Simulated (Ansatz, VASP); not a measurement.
**C in VASP and in Ansatz**

```
C
1.0
     3.02024    0.00000    0.00000
    -1.51012    2.61560    0.00000
     0.00000    0.00000    4.99850
C
4
Direct
  0.33333 0.66667 0.06309
  0.66667 0.33333 0.56309
  0.33333 0.66667 0.43691
  0.66667 0.33333 0.93691
```

Alike in both runs: task relaxation of cell and atoms; functional r2SCAN; k mesh 6 × 6 × 4; occupations gaussian, width 0.1 eV; no spin polarisation.

|  | VASP | Ansatz |
| --- | --- | --- |
| version | VASP 6.6.1 | Ansatz 0.2.0 |
| potentials or method | VASP PAW PBE potentials, release 64 (C) | scalar-relativistic, plane waves, PAW |
| plane-wave cutoff (eV) | 600 | 500 |
| valence electrons in the cell | 16 | 16 |

Ansatz gave:

```
gap on the k mesh at the Fermi level, each at its own relaxed structure (eV) : 3.60
relaxed volume (Å³/atom)                                                     : 5.65
relaxed cell length with the largest relative difference (Å)                 : 2.503
energy change over the relaxation (meV/atom)                                 : -1754
```

Task: Estimate VASP's values.

Result: gap on the k mesh at the Fermi level, each at its own relaxed structure (eV): 3.58; relaxed volume (Å³/atom): 5.66; relaxed cell length with the largest relative difference (Å): 2.505; energy change over the relaxation (meV/atom): -1750.

Caveats: the volume moved by over 15 % at a fixed basis, so the end points are rough (VASP); the PAW data sets were made with another functional, which shifts forces and pressure a little (VASP).
